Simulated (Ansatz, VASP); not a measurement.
# One calculation of C, two programs

The input INCAR:

```
PREC = Accurate
ENCUT = 520
EDIFF = 1E-7
ISMEAR = 0
SIGMA = 0.1
LREAL = F
LASPH = T
NELM = 100
ALGO = Normal
ISIF = 2
LWAVE = F
LCHARG = F
LDIPOL = T
IDIPOL = 3
DIPOL = 0.5 0.5 0.352
GGA = PE
IVDW = 12
NBANDS = 16
```

File KPOINTS:

```
Automatic mesh
0
Gamma
  15 15 1
```

Contents of POSCAR:

```
C
1.0
    2.4657189577      0.0000000000      0.0000000000
   -1.2328594788      2.1353752560      0.0000000000
    0.0000000000      0.0000000000     17.5000000000
C
4
Direct
    0.3333333333      0.6666666667      0.2571428571
    0.6666666667      0.3333333333      0.2571428571
    0.6666666667      1.3333333333      0.4462857143
    0.3333333333      1.6666666667      0.4462857143
```

Input for Ansatz:

```yaml
crystal:
  lattice:
    - [2.4657189577, 0.0, 0.0]
    - [-1.2328594788, 2.135375256, 0.0]
    - [0.0, 0.0, 17.5]
  atoms:
    - { symbol: C, position: [0.3333333333, 0.6666666667, 0.2571428571] }
    - { symbol: C, position: [0.6666666667, 0.3333333333, 0.2571428571] }
    - { symbol: C, position: [0.6666666667, 1.3333333333, 0.4462857143] }
    - { symbol: C, position: [0.3333333333, 1.6666666667, 0.4462857143] }
basis:
  ecutwfc: 420
kpoints:
  mp_grid: { grid: [15, 15, 1] }
hamiltonian:
  xc: pbe
  dispersion: d3bj
scf:
  occupations: { method: gaussian, width: 0.1 }
output:
  forces: true
  eigenvalues: true
efield:
  axis: 3
  dipole_correction: true
  ramp_width: 0.04
```

Alike in both runs: task single point; functional PBE; dispersion D3(BJ); k mesh 15 × 15 × 1; occupations gaussian, width 0.1 eV; no spin polarisation.

```csv
,VASP,Ansatz
version,VASP 6.6.1,Ansatz 0.2.0
potentials or method,"VASP PAW PBE potentials, release 64 (C)","scalar-relativistic, plane waves, PAW"
plane-wave cutoff (eV),520,420
valence electrons in the cell,16,16
```

```csv
,VASP,Ansatz,Ansatz less VASP
gap on the k mesh at the Fermi level (eV),0.73,0.73,-0.001
least direct gap on the mesh (eV),0.73,0.73,-0.001
rms of the force components (eV/Å),0.037,0.037,-0.0003
```

Atom by atom the forces differ by 0.000 eV/Å (rms over components).
